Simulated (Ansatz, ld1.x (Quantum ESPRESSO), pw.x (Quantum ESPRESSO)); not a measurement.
## pw.x on diamond Mg: one setting changed

Potential: norm-conserving Troullier–Martins (Kleinman–Bylander form), ld1.x (Quantum ESPRESSO) 7.5, PBE; core [Ne], reference 3s1.5 3p0.5; waves: 3p (bound): rc 2.40 bohr; 3s (bound): rc 1.95 bohr; local part: the s channel; core correction: Bessel-smoothed model core inside 1.65 bohr.

The reference run (k-mesh 8³, cutoffs 50/200 Ry, Fermi–Dirac 0.01 Ry, mixing_beta 0.4, conv_thr 1e-9, no spin) gives 0.00 GPa at 40.566 Å³/atom, where all-electron LAPW gives -0.01 GPa. This run, with its own iteration cap, changes mixing_ndim to 16.

```
&control
  calculation='scf', prefix='x', pseudo_dir='./', outdir='./tmp', tstress=.true., disk_io='none'
/
&system
  ibrav=0, nat=2, ntyp=1, ecutwfc=50, ecutrho=200, nbnd=9,
  occupations='smearing', smearing='fd', degauss=0.01
/
&electrons
  conv_thr=1e-09, mixing_beta=0.4, electron_maxstep=50, mixing_ndim=16
/
ATOMIC_SPECIES
Mg 1.0 Mg.UPF
CELL_PARAMETERS angstrom
  0.00000000 3.43600718 3.43600718
  3.43600718 0.00000000 3.43600718
  3.43600718 3.43600718 0.00000000
ATOMIC_POSITIONS crystal
Mg 0.0000 0.0000 0.0000
Mg 0.2500 0.2500 0.2500
K_POINTS automatic
8 8 8 0 0 0
```

```bash
pw.x < Mg.scf.in > Mg.scf.out
```

Q: How does the run end?

A: It converges in 6 iterations; the free energy moves by +0.0 meV/atom and the pressure by +0.00 GPa. The result is that of the reference run.

```
Message from routine setup:
     using ibrav=0 with symmetry is DISCOURAGED, use correct ibrav instead
     lattice parameter (alat)  =       9.1826  a.u.
     unit-cell volume          =     547.5059 (a.u.)^3
     number of electrons       =         4.00
     number of Kohn-Sham states=            9
     kinetic-energy cutoff     =      50.0000  Ry
     charge density cutoff     =     200.0000  Ry
     scf convergence threshold =      1.0E-09
     Exchange-correlation= PBE
     number of k points=    29  Fermi-Dirac smearing, width (Ry)=  0.0100
     iteration #  1     ecut=    50.00 Ry     beta= 0.40
     total energy              =      -9.13715641 Ry
     estimated scf accuracy    <       0.00199887 Ry
     iteration #  2     ecut=    50.00 Ry     beta= 0.40
     total energy              =      -9.13739408 Ry
     estimated scf accuracy    <       0.00078788 Ry
     iteration #  3     ecut=    50.00 Ry     beta= 0.40
     total energy              =      -9.13742260 Ry
     estimated scf accuracy    <       0.00000383 Ry
     iteration #  4     ecut=    50.00 Ry     beta= 0.40
     c_bands:  1 eigenvalues not converged
     total energy              =      -9.13743043 Ry
     estimated scf accuracy    <       0.00000044 Ry
     iteration #  5     ecut=    50.00 Ry     beta= 0.40
     total energy              =      -9.13743047 Ry
     estimated scf accuracy    <          5.5E-09 Ry
     iteration #  6     ecut=    50.00 Ry     beta= 0.40
     the Fermi energy is     0.6563 ev
!    total energy              =      -9.13743047 Ry
     estimated scf accuracy    <          1.4E-10 Ry
     smearing contrib. (-TS)   =      -0.00564027 Ry
     The total energy is F=E-TS. E is the sum of the following terms:
     one-electron contribution =       1.41663046 Ry
     hartree contribution      =       0.11816271 Ry
     xc contribution           =      -7.34811441 Ry
     ewald contribution        =      -3.31846896 Ry
     convergence has been achieved in   6 iterations
          total   stress  (Ry/bohr**3)                   (kbar)     P=        0.03
     Message from routine punch:
     Nothing written, as per user request (disk_io='none')
```

The run took about 11 s on one core of a shared host (Neoverse-V2, 96 threads, 742 GiB, load 32).
